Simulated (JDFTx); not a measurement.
# SnO (P4/nmm) in JDFTx: equation of state, part 2 of 2

JDFTx 1.7.0 (patched build). The steps go on from the part before.

### 3 Equation of state, PBEsol, 17.06 Å³/atom (volume scaled by 0.96)

Contents of SnO.in:

```
lattice \
    7.1094378259     0.0000000000     0.0000000000 \
    0.0000000000     7.1094378259     0.0000000000 \
    0.0000000000     0.0000000000     9.1101161111
coords-type Lattice
ion Sn     0.5000000000     0.0000000000     0.7646261400 1
ion Sn     0.0000000000     0.5000000000     0.2353738600 1
ion O      0.0000000000     0.0000000000     0.0000000000 1
ion O      0.5000000000     0.5000000000     0.0000000000 1

ion-species pseudo/Sn.upf
ion-species pseudo/O.upf
elec-cutoff 42 336
elec-ex-corr gga-PBEsol
kpoint-folding 7 7 6
elec-smearing Fermi 0.0018374661
elec-n-bands 27
electronic-SCF nIterations 100 energyDiffThreshold 1e-09
electronic-minimize nIterations 30 energyDiffThreshold 1e-7
forces-output-coords Cartesian

dump-name run.$VAR
dump End Ecomponents EigStats BandEigs Kpoints Forces Stress ElecDensity Dtot KEdensity
```

Potentials or basis: PseudoDojo-SR-PBEsol-0.4.1-standard with smoothed tails.

Started as:

```console
$ jdftx -c 1 -i SnO.in -o SnO.out
```

Log:

```text
*************** JDFTx 1.7.0 (patched build) ***************

Input parsed successfully to the following command list (including defaults):
[... the input with its defaults ...]

---------- Setting up symmetries ----------

Found 16 point-group symmetries of the bravais lattice
Found 16 space-group symmetries with basis
Applied RMS atom displacement 0 bohrs to make symmetries exact.

---------- Initializing the Grid ----------
R =
[      7.10944            0            0  ]
[            0      7.10944            0  ]
[            0            0      9.11012  ]
unit cell volume = 460.463
G =
[   0.883781          0          0  ]
[          0   0.883781          0  ]
[          0          0   0.689693  ]
Minimum fftbox size, Smin = [  60  60  76  ]
Chosen fftbox size, S = [  60  60  80  ]

---------- Initializing tighter grid for wavefunction operations ----------
R =
[      7.10944            0            0  ]
[            0      7.10944            0  ]
[            0            0      9.11012  ]
unit cell volume = 460.463
G =
[   0.883781          0          0  ]
[          0   0.883781          0  ]
[          0          0   0.689693  ]
Minimum fftbox size, Smin = [  44  44  56  ]
Chosen fftbox size, S = [  48  48  56  ]

---------- Exchange Correlation functional ----------
Initalized PBEsol GGA exchange.
Initalized PBEsol GGA correlation.

---------- Setting up pseudopotentials ----------
[... 72 lines left out ...]
	FillingsUpdate:  mu: +0.392647575  nElectrons: 40.000000
SCF: Cycle:  8   F: -167.425356663485786   dF: -1.771e-08   |Residual|: 3.103e-05   |deigs|: 5.044e-05
	FillingsUpdate:  mu: +0.392646415  nElectrons: 40.000000
SCF: Cycle:  9   F: -167.425356669360468   dF: -5.875e-09   |Residual|: 1.964e-05   |deigs|: 5.030e-05
	FillingsUpdate:  mu: +0.392647142  nElectrons: 40.000000
SCF: Cycle: 10   F: -167.425356671368689   dF: -2.008e-09   |Residual|: 8.106e-06   |deigs|: 6.076e-05
	FillingsUpdate:  mu: +0.392647628  nElectrons: 40.000000
SCF: Cycle: 11   F: -167.425356672015681   dF: -6.470e-10   |Residual|: 2.982e-06   |deigs|: 6.495e-05
	FillingsUpdate:  mu: +0.392647870  nElectrons: 40.000000
SCF: Cycle: 12   F: -167.425356672207187   dF: -1.915e-10   |Residual|: 1.892e-06   |deigs|: 3.486e-04
SCF: Converged (|Delta E|<1.000000e-09 for 2 iters).

Setting wave functions to eigenvectors of Hamiltonian

# Stress tensor in Cartesian coordinates [Eh/a0^3]:
[ -0.000161532            0            0  ]
[            0 -0.000161532            0  ]
[            0            0 -0.000108717  ]

# Ionic positions in lattice coordinates:
ion Sn   0.500000000000000   0.000000000000000   0.764626140000000 1
ion Sn   0.000000000000000   0.500000000000000   0.235373860000000 1
ion O   0.000000000000000   0.000000000000000   0.000000000000000 1
ion O   0.500000000000000   0.500000000000000   0.000000000000000 1

# Forces in Cartesian coordinates:
force Sn   0.000000000000000   0.000000000000000  -0.014886042040896 1
force Sn   0.000000000000000   0.000000000000000   0.014886042040898 1
force O   0.000000000000000   0.000000000000000  -0.000000000000000 1
force O   0.000000000000000   0.000000000000000  -0.000000000000000 1

# Energy components:
   Eewald =     -118.6635229135592056
       EH =       47.9775935965205065
     Eloc =     -134.2061810532313473
      Enl =      -49.7875222354291722
      Exc =      -51.9633534897617153
 Exc_core =       22.8317498242806387
       KE =      116.3859212626951205
-------------------------------------
     Etot =     -167.4253150084852280
       TS =        0.0000416637219714
-------------------------------------
        F =     -167.4253566722071866

IonicMinimize: Iter:   0  F: -167.425356672207187  |grad|_K:  6.077e-03
IonicMinimize: None of the convergence criteria satisfied after 0 iterations.

#--- Lowdin population analysis ---
# oxidation-state Sn +0.791 +0.791
# oxidation-state O -0.730 -0.730

Dumping 'run.eigStats' ...
	eMin: -0.425157 at state 0 ( [ +0.000000 +0.000000 +0.000000 ] spin 0 )
	HOMO: +0.388661 at state 0 ( [ +0.000000 +0.000000 +0.000000 ] spin 0 )
	mu  : +0.392648
	LUMO: +0.396310 at state 36 ( [ +0.428571 +0.428571 +0.000000 ] spin 0 )
	eMax: +0.755490 at state 39 ( [ +0.428571 +0.428571 +0.500000 ] spin 0 )
	HOMO-LUMO gap: +0.007649
	Optical gap  : +0.072325 at state 1 ( [ +0.000000 +0.000000 +0.166667 ] spin 0 )
Done!
```

Run time: 2.4 min. Hardware: 1 thread of Intel Xeon 6975P-C (Granite Rapids), shared host; peak memory 0.41 GiB.

Results:

| Quantity | Value |
| --- | --- |
| Free energy | -4555.8760 eV |
| Pressure | 4.2 GPa |
| Largest force | 0.765 eV/Å |
| Band gap on the k mesh | 0.21 eV, indirect (least direct gap 1.97 eV) |
| Loewdin charges | Sn +0.79; O -0.73 e |

Caveat: spin-orbit coupling is left out, which moves the levels of the heavy elements; an odd mesh through Γ misses points on the zone boundary, where band edges often lie.

### 4 Equation of state, PBEsol, 17.41 Å³/atom (volume scaled by 0.98)

SnO.in, as its differences from that of step 3:

```diff
@@ -1,5 +1,5 @@
 lattice \
-    7.1094378259     0.0000000000     0.0000000000 \
-    0.0000000000     7.1094378259     0.0000000000 \
-    0.0000000000     0.0000000000     9.1101161111
+    7.1584699809     0.0000000000     0.0000000000 \
+    0.0000000000     7.1584699809     0.0000000000 \
+    0.0000000000     0.0000000000     9.1729464835
 coords-type Lattice
```

Started as:

```console
$ jdftx -c 1 -i SnO.in -o SnO.out
```

Wall time 2.5 min (1 thread of Intel Xeon 6975P-C (Granite Rapids), shared host); peak memory 0.41 GiB.

The run converged. Its results:

```yaml
Free_energy: -4555.9038 eV
Pressure: 2.0 GPa
Largest_force: 0.450 eV/Å
Band_gap_on_the_k_mesh: 0.28 eV, indirect (least direct gap 1.97 eV)
Loewdin_charges: Sn +0.79; O -0.73 e
```

Caveat: spin-orbit coupling is left out, which moves the levels of the heavy elements; an odd mesh through Γ misses points on the zone boundary, where band edges often lie.

### 5 Equation of state, PBEsol, 17.77 Å³/atom

SnO.in, as its differences from that of step 4:

```diff
@@ -1,5 +1,5 @@
 lattice \
-    7.1584699809     0.0000000000     0.0000000000 \
-    0.0000000000     7.1584699809     0.0000000000 \
-    0.0000000000     0.0000000000     9.1729464835
+    7.2068394886     0.0000000000     0.0000000000 \
+    0.0000000000     7.2068394886     0.0000000000 \
+    0.0000000000     0.0000000000     9.2349277318
 coords-type Lattice
```

Started as:

```console
$ jdftx -c 1 -i SnO.in -o SnO.out
```

It took 2.4 min on 1 thread of Intel Xeon 6975P-C (Granite Rapids), shared host; peak memory 0.43 GiB.

Results (log left out):

```yaml
Free_energy: -4555.9128 eV
Pressure: 0.0 GPa
Largest_force: 0.159 eV/Å
Band_gap_on_the_k_mesh: 0.35 eV, indirect (least direct gap 1.98 eV)
Loewdin_charges: Sn +0.78; O -0.72 e
```

Caveat: spin-orbit coupling is left out, which moves the levels of the heavy elements; an odd mesh through Γ misses points on the zone boundary, where band edges often lie.

### 6 Equation of state, PBEsol, 18.12 Å³/atom (volume scaled by 1.02)

SnO.in, as its differences from that of step 5:

```diff
@@ -1,5 +1,5 @@
 lattice \
-    7.2068394886     0.0000000000     0.0000000000 \
-    0.0000000000     7.2068394886     0.0000000000 \
-    0.0000000000     0.0000000000     9.2349277318
+    7.2545682934     0.0000000000     0.0000000000 \
+    0.0000000000     7.2545682934     0.0000000000 \
+    0.0000000000     0.0000000000     9.2960879759
 coords-type Lattice
```

Potentials or basis: PseudoDojo-SR-PBEsol-0.4.1-standard with smoothed tails.

Started as:

```console
$ jdftx -c 1 -i SnO.in -o SnO.out
```

Wall time 2.4 min (1 thread of Intel Xeon 6975P-C (Granite Rapids), shared host); peak memory 0.43 GiB.

It converged, with:

- Free energy: -4555.9050 eV
- Pressure: -1.8 GPa
- Largest force: 0.111 eV/Å
- Band gap on the k mesh: 0.42 eV, indirect (least direct gap 1.98 eV)
- Loewdin charges: Sn +0.78; O -0.72 e

Caveat: spin-orbit coupling is left out, which moves the levels of the heavy elements; an odd mesh through Γ misses points on the zone boundary, where band edges often lie.

### 7 Equation of state, PBEsol, 18.48 Å³/atom (volume scaled by 1.04)

SnO.in, as its differences from that of step 6:

```diff
@@ -1,5 +1,5 @@
 lattice \
-    7.2545682934     0.0000000000     0.0000000000 \
-    0.0000000000     7.2545682934     0.0000000000 \
-    0.0000000000     0.0000000000     9.2960879759
+    7.3016771996     0.0000000000     0.0000000000 \
+    0.0000000000     7.3016771996     0.0000000000 \
+    0.0000000000     0.0000000000     9.3564538750
 coords-type Lattice
```

Started as:

```console
$ jdftx -c 1 -i SnO.in -o SnO.out
```

Run time: 2.4 min. Hardware: 1 thread of Intel Xeon 6975P-C (Granite Rapids), shared host; peak memory 0.44 GiB.

The run converged. Its results:

```
Free energy            : -4555.8821 eV
Pressure               : -3.4 GPa
Largest force          : 0.362 eV/Å
Band gap on the k mesh : 0.48 eV, indirect (least direct gap 1.96 eV)
Loewdin charges        : Sn +0.78; O -0.72 e
```

Caveat: spin-orbit coupling is left out, which moves the levels of the heavy elements; an odd mesh through Γ misses points on the zone boundary, where band edges often lie.

### 8 Equation of state, PBEsol, 18.84 Å³/atom (volume scaled by 1.06)

SnO.in, as its differences from that of step 7:

```diff
@@ -1,5 +1,5 @@
 lattice \
-    7.3016771996     0.0000000000     0.0000000000 \
-    0.0000000000     7.3016771996     0.0000000000 \
-    0.0000000000     0.0000000000     9.3564538750
+    7.3481859517     0.0000000000     0.0000000000 \
+    0.0000000000     7.3481859517     0.0000000000 \
+    0.0000000000     0.0000000000     9.4160507294
 coords-type Lattice
```

Started as:

```console
$ jdftx -c 1 -i SnO.in -o SnO.out
```

Wall time 2.4 min (1 thread of Intel Xeon 6975P-C (Granite Rapids), shared host); peak memory 0.44 GiB.

The run converged. Its results:

- Free energy: -4555.8456 eV
- Pressure: -4.8 GPa
- Largest force: 0.595 eV/Å
- Band gap on the k mesh: 0.54 eV, indirect (least direct gap 1.93 eV)
- Loewdin charges: Sn +0.78; O -0.72 e

Caveat: spin-orbit coupling is left out, which moves the levels of the heavy elements; an odd mesh through Γ misses points on the zone boundary, where band edges often lie.

### 9 Equation of state, PBEsol

Potentials or basis: PseudoDojo-SR-PBEsol-0.4.1-standard with smoothed tails.

No new run: the results of the series are fitted here.

What came out:

```
Equilibrium volume                        : 17.78 Å³/atom
Bulk modulus at fixed shape and positions : 95 GPa
Pressure derivative of the bulk modulus   : 4.4
```

Energy against volume, from the lowest point:
| volume (Å³/atom) | energy (meV/atom) |
| --- | --- |
| 16.703 | 21.35 |
| 17.058 | 9.20 |
| 17.414 | 2.26 |
| 17.769 | 0.00 |
| 18.125 | 1.95 |
| 18.480 | 7.69 |
| 18.835 | 16.81 |

Caveat: the cell was scaled at fixed shape and fractional positions, which overstates the stiffness of a crystal with free parameters, most of all of layers and chains.
